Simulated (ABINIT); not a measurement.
The system is Ga.

```xyz
2
Lattice="2.7784 0.0000 0.0000 0.0000 3.2816 0.0000 -1.3434 0.0000 3.9903" Properties=species:S:1:pos:R:3 pbc="T T T"
Ga   -0.6607    2.4612    3.0732
Ga    2.0957    0.8204    0.9171
```

This isn't the form of Ga at room conditions, which is orthorhombic.

| Item | Value |
| --- | --- |
| Program | ABINIT 10.8.3 (patched build) |
| Task | relaxation of cell and atoms |
| Functional | LDA |
| Potentials or basis | JTH PAW LDA v2.0 |
| Cutoff | 463 eV |
| k mesh | 10 × 8 × 7 |
| Occupations | fermi-dirac, width 0.05 eV |
| Spin | no spin polarisation |

At the start: pressure -2.7 GPa; volume 18.19 Å³/atom.

Task: How do energy, volume and symmetry change on relaxing?

Result: Over 9 steps the energy falls by 8.9 meV/atom and the volume is 17.38 Å³/atom (-4.4 %); space group P2_1/m (No. 11, to 0.05 Å).

The path:
| step | energy change (eV) | largest force (eV/Å) | pressure (GPa) | volume (Å³) |
| --- | --- | --- | --- | --- |
| 1 | 0.0000 | 0.0663 | -2.72 | 36.38 |
| 2 | -0.0052 | 0.0625 | -2.27 | 36.08 |
| 3 | -0.0157 | 0.1163 | 0.16 | 34.65 |
| 4 | -0.0161 | 0.1001 | 0.49 | 34.49 |
| 5 | -0.0173 | 0.0131 | 0.06 | 34.70 |
| 6 | -0.0174 | 0.0122 | 0.07 | 34.70 |
| 7 | -0.0178 | 0.0084 | -0.02 | 34.77 |
| 8 | -0.0178 | 0.0039 | 0.01 | 34.75 |
| 9 | -0.0179 | 0.0006 | -0.01 | 34.76 |

Final structure:
```
CELL_PARAMETERS angstrom
2.74987 0.00000 -0.02022
0.00000 3.18603 0.00000
-1.35866 0.00000 3.97798
ATOMIC_POSITIONS crystal
Ga 0.12611 0.75000 0.76847
Ga 0.87389 0.25000 0.23153
```
